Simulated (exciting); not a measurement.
Crystal: BP.

```
P B
1.0
     0.00000    2.26900    2.26900
     2.26900    0.00000    2.26900
     2.26900    2.26900    0.00000
P B
1 1
Direct
  0.75000 0.75000 0.75000
  0.00000 0.00000 0.00000
```

Base run:

```yaml
Program: exciting (release sodium)
Functional: PBEsol
Potentials_or_basis: all-electron LAPW+lo, shipped species files, valence relativity iora*
rgkmax: 7
k_mesh: 10 × 10 × 10
Occupations: fermi-dirac, width 0.05 eV
Spin: no spin polarisation
```

Its results: band gap on the k mesh 1.14 eV, indirect (least direct gap 3.37 eV).

Q: The run is repeated on the same cell with these changes: functional from PBEsol to LDA. What comes out?

A: Band gap on the k mesh 1.19 eV, indirect (least direct gap 3.38 eV).
